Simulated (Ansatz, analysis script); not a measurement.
# FeGe: moments against volume, part 2 of 2

Wanted: energy and moment of FeGe against volume, with typed moments, small moments and no spin.

Ansatz 0.2.0; PBE, PAW set soft_1.

So far, largest spin moment in the atom's sphere (μB): step 2 (two spin channels first) 1.48; step 4 (k-mesh 10×10×10, scale 0.82, pattern typed) 1.21.

### 5. Factor 0.82, starting moments cut to 30 %

Level of this step: Ansatz DFT, collinear, cell scaled evenly; PBE, PAW set soft_1; PAW set soft_1 (Ansatz).

The density is converged from the given moments; the state reached depends on that start.

Input file input.yaml:

```yaml
crystal:
  lattice:
    - [4.67770662, 0.0, 0.0]
    - [-2.33885331, 4.05101277, 0.0]
    - [0.0, 0.0, 3.85231213]
  atoms:
    - { symbol: Fe, position: [0.5, 0.0, 0.0], spin: 0.84 }
    - { symbol: Fe, position: [0.5, 0.5, 0.0], spin: 0.84 }
    - { symbol: Fe, position: [0.0, 0.5, 0.0], spin: 0.84 }
    - { symbol: Ge, position: [0.0, 0.0, 0.0] }
    - { symbol: Ge, position: [0.33333333, 0.66666667, 0.5] }
    - { symbol: Ge, position: [0.66666667, 0.33333333, 0.5] }
magnetization:
  spin_polarized: true
kpoints:
  mp_grid: { grid: [10, 10, 10] }
hamiltonian:
  xc: pbe
  pseudopotentials: { kind: paw, azcp: { folder: soft_1 } }
scf:
  occupations: { method: fermi_dirac, width: 0.05 }
  max_iter: 120
  convergence: { dr2_threshold: 1.0e-08 }
  lower_state_search: "off"
basis:
  ecutwfc: 420.0
output:
  stress: true
```

Started as:

```bash
> ansatz run input.yaml --threads 1 --pin off --max-ram 2560MiB --backend cpu --events-out ev --progress --plain --runs-dir out
```

Numbers of over 12 decimals in the logs are rounded to 6 here.

Log:

```text
[...]
Crystal: 6 atoms, lattice volume = 72.999 Å³
Basis set: ecut = 420 eV, 1411 PW (Γ)
Bands: 56, of which v1, the nominal top of the filled ones, is band 45 counted from 1 (44 counted from 0)
Symmetry: 24 space group operations
[...]
k-points: 84 of 1000
[...]
Internal energy: -26325.800112 eV  (E = F + TS)
E sigma→0 (E₀):  -26325.816379 eV
Entropy (-TS):   -0.032536 eV (-5.423 meV/atom)
Fermi energy:    18.095194 eV
[...]
--- Stress (GPa, compression-positive) ---
       40.901926       0.000000       0.000000
       -0.000000      40.901926       0.000000
        0.000000       0.000000      30.841257
  P = ⅓ Tr σ = 37.5484 GPa (375.484 kbar)
[key lines of the parts left out:]
SCF converged after 18 iterations
Magnetization: 3.5296 μB (46.7648 up, 43.2352 down)
Free energy (F): -26325.832647 eV
```

It took 71 s on 1 thread of Arm Neoverse V1, shared host; peak memory 0.67 GiB.

It ends ferromagnetic, with 1.21 μB on the largest site.

### 6. Factor 0.94, starting moments cut to 30 %

A self-consistent run from these starting moments shows which magnetic state they lead to.

Edit input.yaml of step 5 so:

```diff
@@ -2,5 +2,5 @@
   lattice:
-    - [4.67770662, 0.0, 0.0]
-    - [-2.33885331, 4.05101277, 0.0]
-    - [0.0, 0.0, 3.85231213]
+    - [4.89558183, 0.0, 0.0]
+    - [-2.44779091, 4.23969823, 0.0]
+    - [0.0, 0.0, 4.03174265]
   atoms:
```

Log:

```text
[...]
Crystal: 6 atoms, lattice volume = 83.682 Å³
Basis set: ecut = 420 eV, 1675 PW (Γ)
Bands: 56, of which v1, the nominal top of the filled ones, is band 45 counted from 1 (44 counted from 0)
Symmetry: 24 space group operations
[...]
k-points: 84 of 1000
[...]
Internal energy: -26327.090685 eV  (E = F + TS)
E sigma→0 (E₀):  -26327.108146 eV
Entropy (-TS):   -0.034922 eV (-5.820 meV/atom)
Fermi energy:    15.398417 eV
[...]
--- Stress (GPa, compression-positive) ---
        6.081766       0.000000       0.000000
       -0.000000       6.081766       0.000000
        0.000000       0.000000       3.426284
  P = ⅓ Tr σ = 5.1966 GPa (51.966 kbar)
[key lines of the parts left out:]
SCF converged after 17 iterations
Magnetization: 4.0545 μB (47.0273 up, 42.9727 down)
Free energy (F): -26327.125607 eV
```

The job ended after 82 s (1 thread; peak memory 0.72 GiB).

It ends ferromagnetic, with 1.42 μB on the largest site.

Between step 5 and this run (scale 0.94) the value for the largest spin moment in the atom's sphere moves from 1.21 μB to 1.42 μB (+18 %).

### 7. Factor 1, no spin

input.yaml, the sections that differ from step 6:

```yaml
crystal:
  lattice:
    - [4.99760234, 0.0, 0.0]
    - [-2.49880117, 4.32805058, 0.0]
    - [0.0, 0.0, 4.11576135]
  atoms:
    - { symbol: Fe, position: [0.5, 0.0, 0.0] }
    - { symbol: Fe, position: [0.5, 0.5, 0.0] }
    - { symbol: Fe, position: [0.0, 0.5, 0.0] }
    - { symbol: Ge, position: [0.0, 0.0, 0.0] }
    - { symbol: Ge, position: [0.33333333, 0.66666667, 0.5] }
    - { symbol: Ge, position: [0.66666667, 0.33333333, 0.5] }
scf:
  occupations: { method: fermi_dirac, width: 0.05 }
  max_iter: 120
  convergence: { dr2_threshold: 1.0e-08 }
# kpoints, hamiltonian, basis, output: as in step 6
# magnetization: removed
```

Log:

```text
[...]
Crystal: 6 atoms, lattice volume = 89.023 Å³
Basis set: ecut = 420 eV, 1699 PW (Γ)
Bands: 51, of which v1, the nominal top of the filled ones, is band 45 counted from 1 (44 counted from 0)
Symmetry: 24 space group operations
[...]
k-points: 84 of 1000
[...]
SCF iter   1: F=—  HF=-26333.239958 eV  |F-HF|=—  |Δ(HF+E_count)|=         —  Δρ=1.84e-1  dr2=4.94e1  ethr=3.10e-3  ⟨swp⟩=6.3  Hψ=15067  notcnv=0
[...]
SCF iter  14: F=-26326.361882 eV  HF=-26326.361882 eV  |F-HF|=2.12e-9  |Δ(HF+E_count)|=   1.60e-8  Δρ=3.43e-6  dr2=7.59e-9  ethr=1.11e-11  ⟨swp⟩=3.3  Hψ=19377  notcnv=0
SCF 1 converged in 14 iterations: F = -26326.361882 eV  dr2 = 7.59e-9
[...]
SCF converged after 14 iterations
Free energy (F): -26326.361882 eV
[...]
Internal energy: -26326.229109 eV  (E = F + TS)
E sigma→0 (E₀):  -26326.295495 eV
Entropy (-TS):   -0.132773 eV (-22.129 meV/atom)
Fermi energy:    13.988647 eV
[...]
--- Stress (GPa, compression-positive) ---
       -4.029021      -0.000000       0.000000
       -0.000000      -4.029021       0.000000
        0.000000       0.000000     -12.345295
  P = ⅓ Tr σ = -6.8011 GPa (-68.011 kbar)
```

It took 34 s on 1 thread; peak memory 0.53 GiB.

This is the reference without moments at this size.

### 8. Factor 1.06, no spin

Edit input.yaml of step 7 so:

```diff
@@ -2,5 +2,5 @@
   lattice:
-    - [4.99760234, 0.0, 0.0]
-    - [-2.49880117, 4.32805058, 0.0]
-    - [0.0, 0.0, 4.11576135]
+    - [5.09561942, 0.0, 0.0]
+    - [-2.54780971, 4.41293587, 0.0]
+    - [0.0, 0.0, 4.19648305]
   atoms:
```

Log:

```text
[...]
Crystal: 6 atoms, lattice volume = 94.365 Å³
Basis set: ecut = 420 eV, 1845 PW (Γ)
Bands: 51, of which v1, the nominal top of the filled ones, is band 45 counted from 1 (44 counted from 0)
Symmetry: 24 space group operations
[...]
k-points: 84 of 1000
[...]
SCF converged after 15 iterations
Free energy (F): -26326.020059 eV
[...]
Internal energy: -26325.880047 eV  (E = F + TS)
E sigma→0 (E₀):  -26325.950053 eV
Entropy (-TS):   -0.140013 eV (-23.335 meV/atom)
Fermi energy:    12.979748 eV
[...]
--- Stress (GPa, compression-positive) ---
      -11.154966      -0.000000      -0.000000
        0.000000     -11.154966      -0.000000
       -0.000000      -0.000000     -17.609965
  P = ⅓ Tr σ = -13.3066 GPa (-133.066 kbar)
```

Run time: 38 s. Hardware: 1 thread; peak memory 0.54 GiB.

This is the reference without moments at this size.

### 9. Factor 1.2, no spin

Edit input.yaml of step 8 so:

```diff
@@ -2,5 +2,5 @@
   lattice:
-    - [5.09561942, 0.0, 0.0]
-    - [-2.54780971, 4.41293587, 0.0]
-    - [0.0, 0.0, 4.19648305]
+    - [5.31074495, 0.0, 0.0]
+    - [-2.65537247, 4.59924004, 0.0]
+    - [0.0, 0.0, 4.37364907]
   atoms:
```

Log:

```text
[...]
Crystal: 6 atoms, lattice volume = 106.828 Å³
Basis set: ecut = 420 eV, 2133 PW (Γ)
Bands: 51, of which v1, the nominal top of the filled ones, is band 45 counted from 1 (44 counted from 0)
Symmetry: 24 space group operations
[...]
k-points: 84 of 1000
[...]
SCF converged after 12 iterations
Free energy (F): -26324.615535 eV
[...]
Internal energy: -26324.459428 eV  (E = F + TS)
E sigma→0 (E₀):  -26324.537481 eV
Entropy (-TS):   -0.156107 eV (-26.018 meV/atom)
Fermi energy:    11.007783 eV
[...]
--- Stress (GPa, compression-positive) ---
      -20.394726      -0.000000      -0.000000
       -0.000000     -20.394726      -0.000000
       -0.000000      -0.000000     -23.818719
  P = ⅓ Tr σ = -21.5361 GPa (-215.361 kbar)
```

Wall time 35 s (1 thread); peak memory 0.56 GiB.

This is the reference without moments at this size.

21 more runs differ from these in the same keys alone and are tabled below.

### 10. Side runs that gave no result

| changed | outcome |
| --- | --- |
| magnetization.spin_polarized | refused or stopped by the program |

### 11. The curves

| factor | E typed (meV/atom) | E small | E no spin | largest moment, typed (μB) | small | state, typed | state, small |
| --- | --- | --- | --- | --- | --- | --- | --- |
| 0.82 | 222.7 | 222.7 | 308.9 | 1.21 | 1.21 | ferromagnetic | ferromagnetic |
| 0.88 | 70.6 | 70.6 | 170.3 | 1.31 | 1.31 | ferromagnetic | ferromagnetic |
| 0.94 | 7.2 | 7.2 | 121.1 | 1.42 | 1.42 | ferromagnetic | ferromagnetic |
| 0.97 | 0.0 | 0.0 | 121.3 | 1.47 | 1.47 | ferromagnetic | ferromagnetic |
| 1 | 5.6 | 5.6 | 134.5 | 1.52 | 1.52 | ferromagnetic | ferromagnetic |
| 1.03 | 21.6 | 21.6 | 158.5 | 1.57 | 1.57 | ferromagnetic | ferromagnetic |
| 1.06 | 45.7 | 45.7 | 191.5 | 1.73 | 1.73 | ferromagnetic | ferromagnetic |
| 1.12 | 104.1 | 104.1 | 278.6 | 2.16 | 2.16 | ferromagnetic | ferromagnetic |
| 1.2 | 200.6 | 200.6 | 425.6 | 2.42 | 2.42 | ferromagnetic | ferromagnetic |

### 12. Outcome

* lowest run: factor 0.97, typed moments
* largest moment, typed start: 1.21 μB at 0.82 to 2.42 μB at 1.2
* gain by magnetism: 86.2 to 224.9 meV/atom

**Reading.** From a factor of 0.82 to 1.2 the largest moment goes from 1.2 to 2.42 μB. The moment grows with the cell, as narrower bands favour. Site moments are taken in spheres that grow with the cell. Both magnetic starts, which share one pattern of signs, end on one state at every size; other orders were not tried. Without spin the lowest energy lies at 0.94, under the magnetic state's 0.97: moments expand the cell. The cell's shape and the atoms were not relaxed. The 27 scaled-cell runs took 38 min of wall time, added up.

[Logs and program files are shortened in this print: banners, set-up blocks, solver, clock and traceback lines can be left out without a mark of their own.]

[Logs are printed without paths, hosts, clocks, repeated set-up lines and the standing remarks that a program may print on its own settings, such as how far it seeks lower states.]

[Hosts, paths, dates, database ids (printed as entryN), source tags and the programs' standing remarks are cut or masked in the printed files.]

[Where the input sets lower_state_search to off, the program did not look for lower states, so one may exist.]
